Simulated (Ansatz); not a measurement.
An Ansatz run on SnSe (rocksalt) left the output below. The starting cell comes from a relaxation with PBE.

The cell given to it:
```xyz
2
Lattice="0.0000 3.0281 3.0281 3.0281 0.0000 3.0281 3.0281 3.0281 0.0000" Properties=species:S:1:pos:R:3 pbc="T T T"
Sn    0.0000    0.0000    0.0000
Se    3.0281    3.0281    3.0281
```

Abridged output:
```
Crystal: 2 atoms, lattice volume = 55.534 Å³
Basis set: ecut = 420 eV, 1067 PW (Γ)
Bands: 19, of which v1, the nominal top of the filled ones, is band 15 counted from 1 (14 counted from 0)
Symmetry: 48 space group operations
Space group: Fm-3m (ITA 225)
k-points: 16 of 216
preconditioner: auto → none  [insulator: Δε(μ)=0.598 eV  σ=0.020 eV  ℏωp=22.3 eV]
relax step 1: F+E_penalty+E_count = -11374.85242219 eV  P = -3.069 GPa  Ω = 55.534 Å³
relax step 2: F+E_penalty+E_count = -11374.88072928 eV  P = +1.533 GPa  Ω = 50.895 Å³
relax step 3: F+E_penalty+E_count = -11374.88654922 eV  P = -0.157 GPa  Ω = 52.352 Å³
relax step 4: F+E_penalty+E_count = -11374.88664285 eV  P = -0.007 GPa  Ω = 52.213 Å³
relax step 5: F+E_penalty+E_count = -11374.88612417 eV  P = -0.009 GPa  Ω = 52.213 Å³  (SCF on a basis re-selected at this cell)
Free energy (F): -11374.886124 eV
Fermi energy:    9.875481 eV
--- Per-component energies (eV) ---
  E_band       = -464.276557
  E_kinetic    = 304.214200
  E_local      = -3255.344838
  E_nonlocal   = -623.492205
  E_hartree    = 1718.941922
  E_xc         = -483.629512
  E_vxc        = -195.990956
  E_paw        = -5929.616857
  E_vpaw       = -131.546030
  E_ewald      = -3107.251552
  E_core_change = 1.293290
--- Stress (GPa, compression-positive) ---
       -0.008824       0.000000       0.000000
        0.000000      -0.008824       0.000000
        0.000000       0.000000      -0.008824
  P = ⅓ Tr σ = -0.0088 GPa (-0.088 kbar)
--- Relaxed structure (4 steps of the walk, 4 accepted, 1 SCFs on fresh bases) ---
  F+E_penalty+E_count = -11374.88612417 eV
  cell:  # Å, volume = 52.2132 Å³
    - [0.000000, 2.966539, 2.966539]
    - [2.966539, 0.000000, 2.966539]
    - [2.966539, 2.966539, 0.000000]
  atoms:
    - { symbol: Sn, position: [0.000000, 0.000000, 0.000000] }
    - { symbol: Se, position: [0.500000, 0.500000, 0.500000] }
```

**Question.** What input produced it? Give the YAML.

**Answer.**
```yaml
crystal:
  # lattice and atoms as above
kpoints:
  mp_grid: { grid: [6, 6, 6] }
hamiltonian:
  xc: pbesol
scf:
  occupations: { method: fermi_dirac, width: 0.02 }
relax:
  f_tol: 0.005
  cell: {}
```
The relax steps with a changing cell volume need the relax block with cell. Close relatives of this functional can't be ruled out from these lines alone. Not every key shows in the log; this is the file that was used, less any keys that only write grids.

Run as `ansatz run input.yaml --threads 2 --pin off --max-ram 2211MiB --backend cpu --events-out ev --progress --plain --runs-dir out`. It took 4.7 s on 2 threads of Arm Neoverse N1, on a shared host; peak host memory 0.32 GiB.

Values at 0 K without nuclear motion; spin polarisation is off, and the phase may be a hypothetical one.
